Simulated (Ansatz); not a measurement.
A single-point run of Ansatz (plane waves, PAW) on GaSb in the zincblende structure, with the lines that name the functional removed. The cell was relaxed with r2SCAN and then strained (epitaxial -2.0 % in the plane normal to [111], free normal strain +0.95 %), with the atoms relaxed again with r2SCAN; k points keep the names of the unstrained zone.

```yaml
crystal:
  lattice:
    - [0.06030, 3.06486, 3.06486]
    - [3.06486, 0.06030, 3.06486]
    - [3.06486, 3.06486, 0.06030]
  atoms:
    - { symbol: Ga, position: [0.00139, 0.00139, 0.00139] }
    - { symbol: Sb, position: [0.24861, 0.24861, 0.24861] }
```

```
scf.n_extra_bands = 4 over 14 filled bands (N_el = 28.0): the run solves 18 bands
Crystal: 2 atoms, lattice volume = 55.880 Å³
Basis set: ecut = 500 eV, 1423 PW (Γ)
Symmetry: 6 space group operations
Space group: R3m (ITA 160)
k-points: 65 of 512 (time reversal used)
preconditioner: auto → none  [insulator: Δε(μ)=0.459 eV  σ=0.020 eV  ℏωp=21.1 eV]
NSCF: frozen V_eff on 6 k-points
SCF converged after 6 iterations
Free energy (F): -10289.841475 eV
Fermi energy:    8.199336 eV
--- Stress (GPa, compression-positive) ---
        1.793242      -0.922882      -0.922882
       -0.922882       1.793242      -0.922882
       -0.922882      -0.922882       1.793242
  P = ⅓ Tr σ = 1.7932 GPa (17.932 kbar)
--- Band table (eV; the first three rows and the last of 65) ---
  k-point 0: bands = […, -7.6210, -7.6210, -4.2598, 7.6571, 7.9315, 7.9315, 8.4630, 10.7047, 10.9156, 10.9156]
  k-point 1: bands = […, -7.6214, -7.6211, -4.0825, 5.9533, 7.4278, 7.6397, 9.1994, 11.0795, 11.2927, 11.7336]
  k-point 2: bands = […, -7.6221, -7.6211, -3.5760, 3.7534, 6.9525, 7.1268, 8.9270, 11.6593, 11.8194, 13.6494]
  k-point 64: bands = […, -7.6219, -7.6219, -2.5910, 1.1041, 6.7404, 6.7404, 8.8961, 11.9936, 11.9936, 14.9388]
```

Levels at the listed points, from bands.tsv (eV from the Fermi energy, bands near the gap, counted from 0):
```tsv
# k_distance	band_9	band_10	band_11	band_12	band_13	band_14	band_15	band_16	band_17
# fermi_ev = 8.199336
# [0, 0, 0] at k_distance = 0.000000
# [-0.5, -0.5, 0] at k_distance = 1.035522
# [-0.375, -0.375, 0.25] at k_distance = 1.398034
# [-0.375, 0, 0.375] at k_distance = 2.034224
# [0, 0, 0.5] at k_distance = 2.670415
# [-0.5, -0.25, 0.25] at k_distance = 3.395438
# levels_relative_to = fermi_ev
0.000	-15.820	-12.459	-0.542	-0.268	-0.268	0.264	2.505	2.716	2.716
1.036	-15.817	-9.752	-7.498	-3.242	-3.023	0.693	1.148	9.041	9.099
1.398	-15.819	-9.857	-7.294	-4.255	-2.621	1.418	3.663	6.888	6.990
2.034	-15.820	-9.794	-7.299	-4.192	-2.820	1.138	4.128	6.586	7.225
2.670	-15.819	-10.631	-7.036	-1.719	-1.589	0.295	3.596	3.676	6.524
3.395	-15.821	-9.702	-7.346	-3.949	-3.708	3.686	4.234	4.564	4.864
```
In order the rows are Γ, X, U, K, L, W.

Task: Which functional gave these numbers?
A. LDA
B. PBE
C. r2SCAN0
D. r2SCAN

Result: D. r2SCAN. The cutoff of 500 eV is the one that these potentials recommend for a meta-GGA. There is no exchange loop, so no exact exchange. The r2SCAN gap is direct at Γ: 0.53 eV. The log narrows the family; the member has to be judged from the numbers.

Run as `ansatz run input.yaml --threads 2 --pin off --max-ram 29491MiB --backend cpu --events-out ev --progress --plain --runs-dir out`. Wall time 7.3 s on 2 threads of AMD EPYC 7R13 Processor (Zen 3), on a shared host; peak host memory 0.66 GiB.

Spin-unpolarised throughout; all numbers are computed.

Spin-orbit coupling is left out, which matters wherever the heavy atoms make up the band edges.
